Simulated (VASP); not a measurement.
Set up this calculation in VASP 6.6.1, as the native input.

| Quantity | Value |
| --- | --- |
| Task | relaxation of cell and atoms |
| Functional | r2SCAN |
| Potentials or basis | VASP PAW PBE potentials, release 64 (Pt) |
| Cutoff | 600 eV |
| k mesh | 16 × 16 × 16 |
| Occupations | methfessel-paxton, width 0.1 eV |
| Spin | no spin polarisation |
| Further INCAR settings | ALGO = Normal; EDIFF = 1e-07; IBRION = 2; EDIFFG = -0.005; NSW = 90; ISIF = 3 |

The structure of Pt lies in POSCAR:

```
Pt                                      
1.0
   -0.0000000000      1.9715016980      1.9715016980
    1.9715016980      0.0000000000      1.9715016980
    1.9715016980      1.9715016980      0.0000000000
  Pt            
     1
Direct
     0.0000000000000000    0.0000000000000000    0.0000000000000000
```

The input as run:

INCAR

```
SYSTEM = Pt
PREC = Accurate ; ENCUT = 600
EDIFF = 1E-7 ; ISMEAR = 1
SIGMA = 0.1 ; LREAL = .False.
LASPH = .True. ; NELM = 80
ALGO = Normal ; ISIF = 3
LWAVE = .False. ; LCHARG = .False.
METAGGA = R2SCAN ; LMIXTAU = .True.
IBRION = 2 ; NSW = 90
EDIFFG = -0.005
```

KPOINTS

```
regular mesh
0
Gamma
  16 16 16
  0 0 0
```

Potentials or basis: VASP PAW PBE potentials, release 64 (Pt).

Launch:

```console
$ cat potpaw_PBE.64/Pt/POTCAR > POTCAR
$ mpirun -np 1 vasp_std > vasp.out
```

It gave:

```yaml
Relaxed_volume: 15.32 Å³/atom
Relaxed_cell: a = 2.788 Å, b = 2.788 Å, c = 2.788 Å, α = 60.00°, β = 60.00°, γ = 60.00°
Space_group_after_relaxing_to_0.05_Å: Fm-3m (No. 225)
Energy_gained_by_relaxing: 0.0 meV/atom
Ionic_steps: 3
Pressure_after_relaxing: 0.0 GPa
Band_gap_on_the_k_mesh: none (metal or under the smearing width)
```

Caveat: the PAW data sets were made with another functional, which shifts forces and pressure a little.

It took 2.2 min on 1 thread of Intel(R) Xeon(R) Platinum 8259CL CPU @ 2.50GHz (Skylake/Cascade Lake), on a shared host, peak memory 0.17 GiB.
